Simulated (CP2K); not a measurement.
Runs of CP2K 2026.2 on FeSi. It takes space group P2_13 (No. 198, cubic). The conventional cell has a = 4.551 Å, b = 4.551 Å, c = 4.551 Å, α = 90.00°, β = 90.00°, γ = 90.00°. Fe (site symmetry 3) is surrounded by 7 Si at 2.32 to 2.55 Å. Si (site symmetry 3) has 7 Fe at 2.32 to 2.55 Å as nearest neighbours. 

```csv
level,potentials or basis,smearing,NGRIDS,points a segment of the path (NPOINTS),bands added on the path,CUTOFF of the grids,gap on the mesh (eV),pressure (GPa),moment (μB),largest force (eV/Å)
PBEsol,"POTENTIAL_UZH Fe GTH-PBE-q16, Si GTH-PBE-q4; TZVP-MOLOPT-PBE-GTH basis",fermi-dirac 0.0259 eV,5,8,2,500 Ry,none,-14.2,(c),0.09
r2SCAN,"POTENTIAL_UZH Fe GTH-SCAN-q16, Si GTH-SCAN-q4; TZVP-MOLOPT-SCAN-GTH basis",fermi-dirac 0.05 eV,4,10,6,700 Ry,none,(a),6.57,0.49
PBE,"POTENTIAL_UZH Fe GTH-PBE-q16, Si GTH-PBE-q4; TZVP-MOLOPT-PBE-GTH basis",fermi-dirac 0.05 eV,4,10,4,500 Ry,none,-9.0,4.06,(b)
LDA,"GTH_POTENTIALS Fe GTH-PADE-q16, Si GTH-PADE-q4; TZVP-MOLOPT-PBE-GTH basis",fermi-dirac 0.1 eV,4,8,2,500 Ry,none,-20.8,3.68,0.16
```

Alike in all rows: task band structure; spin collinear, ferromagnetic start; cell as given; k mesh 6 × 6 × 6.

Question: Estimate the missing entries.

Answer: (a) -6.4; (b) 0.11; (c) 4.05.

Caveats: the basis of atomic orbitals isn't converged, which shifts pressures, moduli and gaps; the potentials were made for another functional, which shifts forces and pressure (some runs); so large a pressure means that the cell lies far from this level's equilibrium, or that cutoff or potentials fall short (some runs).

A gap of «none» marks a metal or a gap under the smearing width.
